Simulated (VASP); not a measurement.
Write the native input for VASP 6.6.1 that does the following.

| Property | Result |
| --- | --- |
| Task | single point |
| Functional | r2SCAN |
| Potentials or basis | VASP PAW PBE potentials, release 64 (Ga_d, As) |
| Cutoff | 520 eV |
| k mesh | 8 × 8 × 8 |
| Occupations | gaussian, width 0.05 eV |
| Spin | no spin polarisation |
| Dipole correction | no |
| Further INCAR settings | ALGO = Normal; EDIFF = 1e-07; NBANDS = 16 |

GaAs:

```xyz
2
Lattice="0.0000 2.8268 2.8268 2.8268 0.0000 2.8268 2.8268 2.8268 0.0000" Properties=species:S:1:pos:R:3 pbc="T T T"
Ga    0.0000    0.0000    0.0000
As    4.2403    4.2403    4.2403
```

The input as run:

POSCAR

```
GaAs
1.0
    0.0000000000      2.8268500000      2.8268500000
    2.8268500000      0.0000000000      2.8268500000
    2.8268500000      2.8268500000      0.0000000000
Ga As
1 1
Direct
    0.0000000000      0.0000000000      0.0000000000
    0.7500000000      0.7500000000      0.7500000000
```

INCAR.step1

```
SYSTEM = GaAs
ALGO = Normal ; EDIFF = 1E-4
ENCUT = 520 ; GGA = PE
ISMEAR = 0 ; LASPH = .True.
LCHARG = .False. ; LREAL = .False.
LWAVE = .True. ; NBANDS = 16
NELM = 100 ; PREC = Accurate
SIGMA = 0.05
```

INCAR.step2

```
SYSTEM = GaAs
ALGO = Normal ; EDIFF = 1E-7
ENCUT = 520 ; ISIF = 2
ISMEAR = 0 ; ISTART = 1
LASPH = .True. ; LCHARG = .False.
LMIXTAU = .True. ; LREAL = .False.
LWAVE = .False. ; METAGGA = R2SCAN
NBANDS = 16 ; NELM = 100
PREC = Accurate ; SIGMA = 0.05
```

KPOINTS

```
k-points
0
Gamma
  8 8 8
  0 0 0
```

Potentials or basis: VASP PAW PBE potentials, release 64 (Ga_d, As).

Command:

```console
$ cat potpaw_PBE.64/Ga_d/POTCAR potpaw_PBE.64/As/POTCAR > POTCAR
$ cp INCAR.step1 INCAR
$ mpirun -np 1 vasp_std > vasp.out
$ cp INCAR.step2 INCAR
$ mpirun -np 1 vasp_std > vasp.out
```

It gave:

```yaml
Pressure: 0.6 GPa
Band_gap_on_the_k_mesh: 1.00 eV, direct
```

Caveat: the PAW data sets were made with another functional, which shifts forces and pressure a little.

It took 81 s on 1 thread of Intel(R) Xeon(R) Platinum 8259CL CPU @ 2.50GHz (Skylake/Cascade Lake), with other jobs on the host, peak memory 0.18 GiB.
